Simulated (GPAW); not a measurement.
The system is Ru.

```
CELL_PARAMETERS angstrom
2.70580 0.00000 0.00000
-1.35290 2.34329 0.00000
0.00000 0.00000 4.28190
ATOMIC_POSITIONS crystal
Ru 0.66667 0.33333 0.75000
Ru 0.33333 0.66667 0.25000
```

Base run:

| Item | Value |
| --- | --- |
| Program | GPAW 26.7.0 |
| Functional | PBE |
| Potentials or basis | GPAW PAW data sets (gpaw-data 1.2.1), other valence |
| Cutoff | 600 eV |
| Basis | pw |
| k mesh | 8 × 8 × 5 |
| Occupations | fermi-dirac, width 0.05 eV |
| Spin | no spin polarisation |

Its results: pressure 12.0 GPa.

**Question.** The run is repeated on the same cell with these changes: potentials or basis from GPAW PAW data sets (gpaw-data 1.2.1), other valence to SG15 ONCV 1.2; cutoff from 600 eV to 1100 eV; band points from 60 to 80; valence electrons from 16 to 32. What comes out?

**Answer.** Pressure 4.4 GPa.
